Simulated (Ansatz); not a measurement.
## Bands of Te2Mo

```
CELL_PARAMETERS angstrom
3.50908 0.00000 0.00000
-1.75454 3.03895 0.00000
0.00000 0.00000 7.90136
ATOMIC_POSITIONS crystal
Mo 0.00000 0.00000 0.00000
Te 0.33333 0.66667 0.23539
Te 0.66667 0.33333 0.76461
```

Atom numbers follow the list: Mo1, Te2, Te3.

The conventional cell has a = 3.509 Å, b = 3.509 Å, c = 7.901 Å, α = 90.00°, β = 90.00°, γ = 120.00°. Around Mo (atom 1) lie 6 Te at 2.75 Å. Te (atom 2) has 3 Mo at 2.75 Å as nearest neighbours.

The cell was built from the CdI2 type and relaxed in the same program, and has space group P-3m1; it needn't be a known or the stable phase.

Spin–orbit coupling is left out, though it moves levels of the heavy atoms by tenths of an eV or more.

Theory: DFT, PBE, all-electron LAPW, scalar-relativistic in Ansatz 0.2.0.

Settings: a Γ-centred 12×12×7 k mesh, Fermi–Dirac smearing of 0.05 eV, basis error target 1 meV/atom, no spin polarisation.

Points in fractions of the reciprocal vectors of this cell: Γ (0, 0, 0), M (0.5, 0, 0), K (0.333, 0.333, 0), A (0, 0, 0.5), L (0.5, 0, 0.5), H (0.333, 0.333, 0.5). The path joins them by straight lines in the order Γ–M–K–Γ–A–L–H–A–L; legs that retrace an earlier one aren't tabulated. Energies are in eV from the Fermi level.

Question: Metal or insulator at this level of theory?

Answer: No gap opens: metallic or semimetallic.

Question: Tabulate bands 36 to 42, counted from the lowest band of the run, along the path.

Answer: 
```tsv
k (1/Å)	point	band 36	band 37	band 38	band 39	band 40	band 41	band 42
0.00	Γ	-2.08	-1.53	-0.75	-0.75	1.41	1.41	3.50
0.15		-1.82	-1.53	-0.86	-0.84	1.06	1.43	3.03
0.30		-1.91	-1.54	-1.11	-1.03	0.54	1.41	2.30
0.44		-2.34	-1.59	-1.36	-1.14	0.26	1.26	2.07
0.59		-2.48	-1.99	-1.59	-1.05	0.30	1.02	2.36
0.74		-2.65	-2.52	-1.69	-0.87	0.57	0.82	2.71
0.89		-2.78	-2.67	-1.76	-0.74	0.71	0.84	2.67
1.03	M	-2.83	-2.61	-1.79	-0.69	0.69	0.95	2.54
1.12		-2.93	-2.56	-1.92	-0.67	0.69	0.95	2.54
1.20		-3.11	-2.51	-2.29	-0.62	0.71	0.94	2.31
1.29		-3.29	-2.78	-2.55	-0.50	0.74	0.91	1.89
1.37		-3.45	-3.22	-2.67	-0.34	0.73	0.84	1.63
1.46		-3.56	-3.26	-2.83	-0.14	0.61	0.75	1.63
1.55		-3.61	-3.17	-3.00	0.09	0.44	0.65	1.83
1.63	K	-3.62	-3.10	-3.10	0.28	0.28	0.58	2.12
1.80		-3.62	-3.16	-2.94	0.12	0.21	0.87	1.48
1.97		-3.45	-3.40	-2.46	-0.13	0.15	1.03	1.24
2.14		-3.02	-2.70	-1.85	-0.62	0.29	0.86	1.50
2.31		-2.42	-2.23	-1.27	-1.02	0.54	0.59	2.06
2.48		-1.87	-1.81	-1.17	-1.00	0.55	1.07	2.56
2.65		-1.78	-1.53	-0.90	-0.87	0.99	1.42	2.95
2.82	Γ	-2.08	-1.53	-0.75	-0.75	1.41	1.41	3.50
2.88		-2.18	-1.46	-0.75	-0.75	1.41	1.41	3.50
2.94		-2.40	-1.32	-0.75	-0.75	1.40	1.40	3.51
2.99		-2.43	-1.20	-0.75	-0.75	1.40	1.40	3.52
3.05		-2.43	-1.10	-0.75	-0.75	1.39	1.39	3.54
3.11		-2.43	-1.02	-0.75	-0.75	1.38	1.38	3.55
3.17		-2.43	-0.98	-0.75	-0.75	1.38	1.38	3.56
3.22	A	-2.43	-0.97	-0.75	-0.75	1.37	1.37	3.56
3.37		-2.35	-1.05	-0.86	-0.85	1.13	1.41	3.05
3.52		-2.29	-1.61	-1.04	-0.96	0.78	1.42	2.15
3.66		-2.35	-2.14	-1.13	-1.12	0.59	1.30	1.64
3.81		-2.49	-2.39	-1.43	-1.03	0.54	1.07	1.76
3.96		-2.67	-2.60	-1.67	-0.83	0.72	0.85	2.20
4.11		-2.80	-2.40	-1.83	-0.67	0.73	0.96	2.73
4.26	L	-2.85	-2.16	-1.97	-0.61	0.69	1.08	2.84
4.34		-2.92	-2.16	-2.06	-0.66	0.69	1.07	2.62
4.43		-3.08	-2.33	-2.19	-0.71	0.71	1.05	2.22
4.51		-3.28	-2.76	-2.30	-0.68	0.70	1.00	1.90
4.60		-3.47	-3.19	-2.49	-0.55	0.61	0.91	1.82
4.68		-3.63	-3.28	-2.71	-0.36	0.42	0.79	1.99
4.77		-3.73	-3.18	-2.93	-0.14	0.22	0.67	2.27
4.85	H	-3.76	-3.07	-3.07	0.05	0.05	0.61	2.60
5.02		-3.71	-3.01	-3.00	-0.13	0.08	0.88	1.89
5.19		-3.38	-3.25	-2.57	-0.15	-0.05	1.12	1.37
5.36		-3.11	-2.65	-2.02	-0.39	-0.01	1.08	1.44
5.53		-2.61	-2.19	-1.58	-0.74	0.39	0.88	2.01
5.71		-2.30	-1.74	-1.27	-0.87	0.80	1.09	2.30
5.88		-2.33	-1.08	-0.92	-0.85	1.07	1.40	2.95
6.05	A	-2.43	-0.97	-0.75	-0.75	1.37	1.37	3.56
```
